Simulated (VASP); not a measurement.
Write the native input for VASP 6.6.1 that does the following.

```
Task                   : relaxation of cell and atoms
Functional             : PBEsol
Potentials or basis    : VASP PAW PBE potentials, release 64 (Ta_pv, N)
Cutoff                 : 600 eV
k mesh                 : 18 × 18 × 14
Occupations            : fermi-dirac, width 0.15 eV
Spin                   : no spin polarisation
Dipole correction      : no
Further INCAR settings : ALGO = Normal; EDIFF = 1e-06; IBRION = 2; EDIFFG = -0.001; NSW = 80; ISIF = 3
```

The structure of TaN lies in POSCAR:

```
TaN
1.0
    2.9239890458      0.0000000000      0.0000000000
   -1.4619945229      2.5322487940      0.0000000000
    0.0000000000      0.0000000000      2.8707276396
Ta N
1 1
Direct
    0.3333333333      0.6666666667      0.5000000000
    0.0000000000      0.0000000000      0.0000000000
```

The cell isn't the ideal one: cell and atoms relaxed tightly for response.

The input as run:

INCAR

```
PREC = Accurate
ENCUT = 600
EDIFF = 1E-6
ISMEAR = -1
SIGMA = 0.15
LREAL = False
LASPH = True
NELM = 100
ALGO = Normal
ISIF = 3
LWAVE = False
LCHARG = False
GGA = PS
IBRION = 2
NSW = 80
EDIFFG = -0.001
```

KPOINTS

```
Automatic mesh
0
Gamma
  18 18 14
```

Potentials or basis: VASP PAW PBE potentials, release 64 (Ta_pv, N).

Command:

```console
$ cat potpaw_PBE.64/Ta_pv/POTCAR potpaw_PBE.64/N/POTCAR > POTCAR
$ mpirun -np 1 vasp_std > vasp.out
```

Results of the run:

```json
{"Relaxed volume": "10.65 Å³/atom", "Relaxed cell": "a = 2.926 Å, b = 2.926 Å, c = 2.872 Å, α = 90.00°, β = 90.00°, γ = 120.00°", "Space group after relaxing (to 0.05 Å)": "P-6m2 (No. 187)", "Energy gained by relaxing": "0.0 meV/atom", "Ionic steps": "43", "Pressure after relaxing": "0.0 GPa", "Band gap on the k mesh": "none (metal or under the smearing width)"}
```

Caveat: the PAW data sets were made with another functional, which shifts forces and pressure a little.

It took 7.8 min on 1 thread of Intel(R) Xeon(R) Platinum 8488C (Sapphire Rapids), with other jobs on the host, peak memory 0.24 GiB.
